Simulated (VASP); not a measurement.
Write the native input for VASP 6.6.1 that does the following.

```yaml
Task: band structure
Functional: TB-mBJ
Potentials_or_basis: VASP PAW PBE potentials, release 64 (K_sv, Mg, F)
Cutoff: 520 eV
k_mesh: 8 × 8 × 8
Occupations: gaussian, width 0.02 eV
Spin: no spin polarisation
Ladder: gaps
Further_INCAR_settings: ALGO = Normal; EDIFF = 1e-07
```

KMgF3:

```
K Mg F
1.0
     3.98590    0.00000    0.00000
     0.00000    3.98590    0.00000
     0.00000    0.00000    3.98590
K Mg F
1 1 3
Direct
  0.50000 0.50000 0.50000
  0.00000 0.00000 0.00000
  0.00000 0.00000 0.50000
  0.00000 0.50000 0.00000
  0.50000 0.00000 0.00000
```

These files were run (other wordings do the same):

POSCAR

```
KMgF3
1.0
    3.9859000000      0.0000000000      0.0000000000
    0.0000000000      3.9859000000      0.0000000000
    0.0000000000      0.0000000000      3.9859000000
K Mg F
1 1 3
Direct
    0.5000000000      0.5000000000      0.5000000000
    0.0000000000      0.0000000000      0.0000000000
    0.0000000000      0.0000000000      0.5000000000
    0.0000000000      0.5000000000      0.0000000000
    0.5000000000      0.0000000000      0.0000000000
```

INCAR.step1

```
SYSTEM = KMgF3
PREC     = Accurate       ! precision mode
ENCUT    = 520            ! plane-wave cutoff, eV
EDIFF    = 1E-5           ! SCF threshold, eV
ISMEAR   = 0              ! smearing method
SIGMA    = 0.02           ! smearing width, eV
LREAL    = .FALSE.        ! projectors in reciprocal space
LASPH    = .TRUE.         ! aspherical terms in the spheres
NELM     = 100            ! most SCF steps
ALGO     = Normal         ! electronic algorithm
ISIF     = 2              ! what is computed and relaxed
LWAVE    = .TRUE.         ! write WAVECAR
LCHARG   = .FALSE.        ! write CHGCAR
GGA      = PE             ! functional
KPAR     = 2
```

INCAR.step2

```
SYSTEM = KMgF3
PREC     = Accurate       ! precision mode
ENCUT    = 520            ! plane-wave cutoff, eV
EDIFF    = 1E-7           ! SCF threshold, eV
ISMEAR   = 0              ! smearing method
SIGMA    = 0.02           ! smearing width, eV
LREAL    = .FALSE.        ! projectors in reciprocal space
LASPH    = .TRUE.         ! aspherical terms in the spheres
NELM     = 100            ! most SCF steps
ALGO     = Normal         ! electronic algorithm
ISIF     = 2              ! what is computed and relaxed
LWAVE    = .FALSE.        ! write WAVECAR
LCHARG   = .FALSE.        ! write CHGCAR
METAGGA  = MBJ            ! meta-GGA
ISTART   = 1            
KPAR     = 2
```

KPOINTS

```
Automatic mesh
0
G
  8 8 8
  0 0 0
```

KPOINTS_OPT

```
path GXMGRX,MR
15
line-mode
reciprocal
 0.0000000000  0.0000000000  0.0000000000  G
 0.0000000000  0.5000000000  0.0000000000  X

 0.0000000000  0.5000000000  0.0000000000  X
 0.5000000000  0.5000000000  0.0000000000  M

 0.5000000000  0.5000000000  0.0000000000  M
 0.0000000000  0.0000000000  0.0000000000  G

 0.0000000000  0.0000000000  0.0000000000  G
 0.5000000000  0.5000000000  0.5000000000  R

 0.5000000000  0.5000000000  0.5000000000  R
 0.0000000000  0.5000000000  0.0000000000  X

 0.5000000000  0.5000000000  0.0000000000  M
 0.5000000000  0.5000000000  0.5000000000  R
```

Potentials or basis: VASP PAW PBE potentials, release 64 (K_sv, Mg, F).

Run with:

```console
$ cat potpaw_PBE.64/K_sv/POTCAR potpaw_PBE.64/Mg/POTCAR potpaw_PBE.64/F/POTCAR > POTCAR
$ cp INCAR.step1 INCAR
$ mpirun -np 2 vasp_std > vasp.out
$ cp INCAR.step2 INCAR
$ mpirun -np 2 vasp_std > vasp.out
```

Results of the run:

```
Band gap on the k mesh  : 10.78 eV, indirect (least direct gap 11.08 eV)
Band gap along the path : 10.78 eV, indirect (least direct gap 11.08 eV)
```

It took 2.9 min on 2 MPI ranks on Intel(R) Xeon(R) Platinum 8488C (Sapphire Rapids) (shared host), peak memory 0.22 GiB a rank.
